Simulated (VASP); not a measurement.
# CuAu (P4/mmm) in VASP: further runs, part 2 of 2

VASP 6.6.1. Earlier steps stand in the parts before.

## (4) Single point, PBE

Contents of INCAR:

```
SYSTEM = CuAu
ADDGRID  = .FALSE.      
ALGO     = Normal         ! electronic algorithm
EDIFF    = 1E-4           ! SCF threshold, eV
ENCUT    = 460            ! plane-wave cutoff, eV
GGA      = PE             ! functional
ISIF     = 2              ! what is computed and relaxed
ISMEAR   = 1              ! smearing method
LASPH    = .TRUE.         ! aspherical terms in the spheres
LCHARG   = .FALSE.        ! write CHGCAR
LREAL    = Auto         
LWAVE    = .FALSE.        ! write WAVECAR
NBANDS   = 18             ! bands
NELM     = 100            ! most SCF steps
PREC     = Normal         ! precision mode
SIGMA    = 0.2            ! smearing width, eV
```

Contents of KPOINTS:

```
k-points
0
G
  5 5 4
  0 0 0
```

Contents of POSCAR:

```
CuAu
1.0
    2.8107494552      0.0000000000      0.0000000000
    0.0000000000      2.8107494552      0.0000000000
    0.0000000000      0.0000000000      3.6850000000
Au Cu
1 1
Direct
    0.0000000000      0.0000000000      0.0000000000
    0.5000000000      0.5000000000      0.5000000000
```

Potentials or basis: VASP PAW PBE potentials, release 64 (Au, Cu).

Run with:

```
> cat potpaw_PBE.64/Au/POTCAR potpaw_PBE.64/Cu/POTCAR > POTCAR
> mpirun -np 1 vasp_std > vasp.out
```

OUTCAR:

```text
SYSTEM = CuAu
   EDIFF = 1E-4
   ENCUT = 460
   GGA = PE
   ISIF = 2
   ISMEAR = 1
   LASPH = .TRUE.
   LREAL = Auto
   NELM = 100
   PREC = Normal

 Found     18 irreducible k-points:

 Following reciprocal coordinates:
            Coordinates               Weight
  0.000000  0.000000  0.000000      1.000000
  0.200000  0.000000  0.000000      4.000000
  0.400000  0.000000  0.000000      4.000000
  0.200000  0.200000  0.000000      4.000000
  0.400000  0.200000  0.000000      8.000000
  0.400000  0.400000  0.000000      4.000000
   k-points           NKPTS =     18   k-points in BZ     NKDIM =     18   number of bands    NBANDS=     18
   number of dos      NEDOS =    301   number of ions     NIONS =      2
   total plane-waves  NPLWV =   5120
   dimension x,y,z NGX =    16 NGY =   16 NGZ =   20
   dimension x,y,z NGXF=    32 NGYF=   32 NGZF=   40
   ions per type =               1   1
   NGX,Y,Z   is equivalent  to a cutoff of   9.46,  9.46,  9.02 a.u.
   NGXF,Y,Z  is equivalent  to a cutoff of  18.93, 18.93, 18.05 a.u.
 SYSTEM =  CuAu
   PREC   = normal    normal or accurate (medium, high low for compatibility)
   ISTART =      0    job   : 0-new  1-cont  2-samecut
   ICHARG =      2    charge: 1-file 2-atom 10-const
   ISPIN  =      1    spin polarized calculation?
   LNONCOLLINEAR =      F non collinear calculations
   LSORBIT =      F    spin-orbit coupling
   LASPH  =      T    aspherical Exc in radial PAW
   ENCUT  =  460.0 eV  33.81 Ry    5.81 a.u.   4.92  4.92  6.44*2*pi/ulx,y,z
   NELM   =    100;   NELMIN=  2; NELMDL= -5     # of ELM steps
   EDIFF  = 0.1E-03   stopping-criterion for ELM
   LREAL  =      T    real-space projection
   EDIFFG = 0.1E-02   stopping-criterion for IOM
   NSW    =      0    number of steps for IOM
   IBRION =     -1    ionic relax: 0-MD 1-quasi-New 2-CG
   NFREE  =      0    steps in history (QN), initial steepest desc. (CG)
   ISIF   =      2    stress and relaxation
   ISYM   =      2    0-nonsym 1-usesym 2-fastsym
   POTIM  = 0.5000    time-step for ionic-motion
   TEBEG  =    0.0;   TEEND  =   0.0 temperature during run
   PSTRESS=    0.0 pullay stress
   NELECT =      22.0000    total number of electrons
   NUPDOWN=      -1.0000    fix difference up-down
   EMIN   =  10.00;   EMAX   =-10.00  energy-range for DOS
   EFERMI =   0.00;   METHOD = LEGACY
   ISMEAR =     1;   SIGMA  =   0.20  broadening in eV -4-tet -1-fermi 0-gaus
   EFERMI_NEDOS =   21; number of points for ismear=-14 and -15
   IALGO  =     38    algorithm
   IMIX   =      4    mixing-type and parameters
     AMIX     =   0.40;   BMIX     =  1.00
     AMIX_MAG =   1.60;   BMIX_MAG =  1.00
  volume/ion in A,a.u.               =      14.56        98.23
  Fermi-wavevector in a.u.,A,eV,Ry     =   1.491152  2.817868 30.253005  2.223533
  Thomas-Fermi vector in A             =   2.603843
   LORBIT       =      0    0 simple, 1 ext, 2 COOP (PROOUT), +10 PAW based schemes
   GGA     = PE    functional components
   LHFCALC =     F    Hartree Fock is set to
   AEXX    =    0.0000 exact exchange contribution
   IVDW    =     0    specifies the selected vdW correction
   LEPSILON=     F    determine dielectric tensor
   LRPA    =     F    only Hartree local field effects (RPA)
 non-spin polarized calculation
 Methfessel and Paxton  Order N= 1 SIGMA  =   0.20
  energy-cutoff  :      460.00
  volume of cell :       29.11
 maximum number of plane-waves:       667
   NGX =  9   NGY =  9   NGZ = 13

 number of electron      21.9999964 magnetization

 Free energy of the ion-electron system (eV)
  ---------------------------------------------------
  ext. energy  EPLUGINS =         0.00000000
  ---------------------------------------------------
  free energy    TOTEN  =        -7.14951386 eV

  energy without entropy =       -7.14764696  energy(sigma->0) =       -7.14889156

 E-fermi :   9.0686     XC(G=0): -12.6631

 val. band max:        9.0295195882   @ k =   0.4000   0.2000   0.5000
 cond. band min:       9.3150090067   @ k =   0.4000   0.4000   0.2500
 fundamental gap:      0.2854894185
 Fermi energy:         9.0686121042

 k-point     1 :       0.0000    0.0000    0.0000
  band No.  band energies     occupation
      1      -1.0318      2.00000
      2       2.1616      2.00000
      3       2.2898      2.00000
      4       4.6777      2.00000
      5       4.6777      2.00000
      6       5.7535      2.00000
[... 10 lines left out ...]
     17      25.5524      0.00000
     18      26.1427      0.00000
[... 85 lines left out ...]
 k-point     6 :       0.4000    0.4000    0.0000
  band No.  band energies     occupation
      1       1.9110      2.00000
      2       3.0695      2.00000
      3       3.1018      2.00000
      4       3.1034      2.00000
      5       5.9658      2.00000
      6       6.7361      2.00000
[... 10 lines left out ...]
     17      21.1657      0.00000
     18      21.6665      0.00000

 [... further k-points ...]

------------------------ aborting loop because EDIFF is reached ----------------------------------------

  FORCE on cell =-STRESS in cart. coord.  units (eV):
  Direction    XX          YY          ZZ          XY          YZ          ZX
  --------------------------------------------------------------------------------------
  -------------------------------------------------------------------------------------
  Total        0.8469916      0.8469916      0.7429837      0.0000000     -0.0000000      0.0000000
  in kB       46.6130918     46.6130918     40.8891538      0.0000000     -0.0000000      0.0000000
  external PRESSURE =      44.7051125 kB  Pullay stress =       0.0000000 kB

 VOLUME and BASIS-vectors are now :
 -----------------------------------------------------------------------------
  energy-cutoff  :      460.00
  volume of cell :       29.11
      direct lattice vectors                 reciprocal lattice vectors
     2.810749455  0.000000000  0.000000000     0.355776997  0.000000000  0.000000000
     0.000000000  2.810749455  0.000000000     0.000000000  0.355776997  0.000000000
     0.000000000  0.000000000  3.685000000     0.000000000  0.000000000  0.271370421

 POSITION                                       TOTAL-FORCE (eV/Angst)
 -----------------------------------------------------------------------------------
      0.00000      0.00000      0.00000         0.000000      0.000000      0.000000
      1.40537      1.40537      1.84250         0.000000      0.000000      0.000000
 -----------------------------------------------------------------------------------
    total drift:                                0.000000      0.000000      0.000000

  FREE ENERGIE OF THE ION-ELECTRON SYSTEM (eV)
  ---------------------------------------------------
  free  energy   TOTEN  =        -7.1495138585 eV

  energy  without entropy=       -7.1476469603  energy(sigma->0) =       -7.14889156
```

OSZICAR:

```text
N       E                     dE             d eps       ncg     rms          rms(c)
DAV:   1     0.119617463311E+03    0.11962E+03   -0.10120E+04   688   0.157E+03
DAV:   2    -0.362222727097E+01   -0.12324E+03   -0.11532E+03   652   0.279E+02
DAV:   3    -0.804864810239E+01   -0.44264E+01   -0.43837E+01   756   0.629E+01
DAV:   4    -0.810965361152E+01   -0.61006E-01   -0.60959E-01   836   0.609E+00
DAV:   5    -0.811104612726E+01   -0.13925E-02   -0.13925E-02   848   0.918E-01    0.114E+01
DAV:   6    -0.754327274724E+01    0.56777E+00   -0.64442E+00   706   0.679E+01    0.533E+00
DAV:   7    -0.721424880171E+01    0.32902E+00   -0.24858E+00   776   0.695E+01    0.540E+00
DAV:   8    -0.715634946663E+01    0.57899E-01   -0.19977E-01   914   0.112E+01    0.259E+00
DAV:   9    -0.714970075791E+01    0.66487E-02   -0.15772E-02   970   0.286E+00    0.119E-01
DAV:  10    -0.714951924484E+01    0.18151E-03   -0.19308E-03   814   0.512E-01    0.856E-02
DAV:  11    -0.714951385850E+01    0.53863E-05   -0.52329E-05   378   0.851E-02
   1 F= -.71495139E+01 E0= -.71488916E+01  d E =-.186690E-02
```

stdout:

```text
POSCAR found type information on POSCAR AuCu
 POSCAR found :  2 types and       2 ions
 scaLAPACK will be used
 -----------------------------------------------------------------------------
|                                                                             |
|                                                                             |
|     You have a (more or less) 'small supercell' and for smaller cells       |
|     it is recommended to use the reciprocal-space projection scheme!        |
|     The real-space optimization is not efficient for small cells and it     |
|     is also less accurate ...                                               |
|     Therefore, set LREAL=.FALSE. in the INCAR file.                         |
|                                                                             |
 -----------------------------------------------------------------------------

 LDA part: xc-table for (Slater+PW92), standard interpolation
 POSCAR, INCAR and KPOINTS ok, starting setup
 FFT: planning ... GRIDC
 FFT: planning ... GRID_SOFT
 FFT: planning ... GRID
 WAVECAR not read
 entering main loop
```

It took 7.5 s on 1 thread of Intel Xeon Platinum 8375C at 2.90GHz (Ice Lake), shared host; peak memory 0.12 GiB.

These settings aren't checked as converged: the numbers below hold their error.

Results:

- Free energy: -7.1495 eV
- Pressure: 4.5 GPa
- Band gap on the k mesh: none (metal or under the smearing width)

Caveat: the k mesh is coarse (spacing up to 0.45 Å⁻¹), so the values aren't converged.

## (5) Single point, PBE

INCAR is that of step 4.

KPOINTS is that of step 4.

Contents of POSCAR:

```
CuAu
1.0
    2.8107494552      0.0000000000      0.0000000000
    0.0000000000      2.8107494552      0.0000000000
    0.0000000000      0.0000000000      3.6850000000
Au Cu
1 1
Direct
    0.0257070000      0.0114430000     -0.0258500000
    0.4994280000      0.4658820000      0.5068750000
```

Run with:

```
> cat potpaw_PBE.64/Au/POTCAR potpaw_PBE.64/Cu/POTCAR > POTCAR
> mpirun -np 1 vasp_std > vasp.out
```

Run time: 10 s. Hardware: 1 thread of Intel Xeon Platinum 8375C at 2.90GHz (Ice Lake), shared host; peak memory 0.12 GiB.

These settings aren't checked as converged: the numbers below hold their error.

What came out:

```
Free energy            : -7.0558 eV
Pressure               : 6.9 GPa
Largest force          : 1.081 eV/Å
Band gap on the k mesh : none (metal or under the smearing width)
```

Caveat: the k mesh is coarse (spacing up to 0.45 Å⁻¹), so the values aren't converged.
